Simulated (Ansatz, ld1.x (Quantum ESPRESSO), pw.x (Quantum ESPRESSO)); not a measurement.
## Li: does the TM potential hold in the solid?

```
Element                 : Li (Z = 3)
Generator               : ld1.x (Quantum ESPRESSO) 7.5
Type                    : norm-conserving Troullier–Martins (Kleinman–Bylander form)
Functional              : PBE
Relativity              : scalar-relativistic
Frozen core             : [He]
Valence charge          : 1
Reference configuration : 2s0.5 2p0.5
Partial waves           : 2s (bound): rc 2.40 bohr; 2p (bound): rc 4.20 bohr; 3d channel at 0.05 Ry: rc 4.10 bohr
Local potential         : all-electron potential smoothed inside 2.60 bohr (lloc = -1)
Core correction         : none
```

Atomic tests: cutoffs needed: 6 Ry and 6 Ry (the cutoffs (Ry, on a coarse ladder) from which the occupation-weighted sum of valence levels, in a spherical-Bessel basis at the reference potential, stays within 10 and 1 mRy of its value at 400 Ry); ghost test: no extra level below or beside the all-electron valence levels (s, p, d, f tested) (spherical-Bessel basis up to 400 Ry, 20 bohr box); largest excitation error: +4.4 meV (all-electron minus pseudo) for 2s0.5 2p0, out of 3 test configurations.

Crystal test: diamond Li in pw.x 7.5, no spin, 8³ k-points, Fermi–Dirac smearing 0.01 Ry, cutoffs 35/140 Ry. The reference is all-electron LAPW (Ansatz 0.2.0) with the same functional, mesh and smearing; V0 and B0 come from Birch–Murnaghan fits to the pressures at five volumes. Errors are pseudo minus all-electron; Δ is the rms difference of the E(V) curves that follow from these fits, minima aligned, over ±6 % about the mean V0. Mesh and smearing are coarse, so the numbers serve the comparison and aren't converged zero-temperature values; the lattice is a test structure that the element need not adopt.

All-electron: a0 = 5.932 Å (V0 = 26.09 Å³/atom), B0 = 5.4 GPa.

**Question.** How far does the potential miss the all-electron equation of state?

**Answer.** mean pressure error (GPa): -0.43. The pressure does not cross zero within the volumes sampled, so no fit is given. The largest radius (4.20 bohr) exceeds half the bond length (2.43 bohr), so the spheres overlap, which is one possible source of error among others. This is a poor potential for the solid. The atomic tests give no hint of an error of this size, and its cause was not traced.

```tsv
V (Å³/atom)	P all-electron (GPa)	P pseudo (GPa)
24.857	0.28	-0.24
25.511	0.12	-0.35
26.165	-0.02	-0.45
26.819	-0.14	-0.54
27.473	-0.26	-0.62
```

**Question.** At the middle volume, how do free energy and pressure move when the wave cutoff is lowered (ecutrho kept at four times it)?

**Answer.**

```json
{"cutoff (Ry)": "16", "shift of F (meV/atom)": "+0.8", "shift of P (GPa)": "-0.02"}
{"cutoff (Ry)": "21", "shift of F (meV/atom)": "+0.1", "shift of P (GPa)": "-0.00"}
{"cutoff (Ry)": "28", "shift of F (meV/atom)": "+0.0", "shift of P (GPa)": "+0.00"}
```

The run at the middle volume (29 k-points, 5 iterations) took about 3.5 s on one core of a shared host (Neoverse-N1, 64 threads, 498 GiB, load 27).
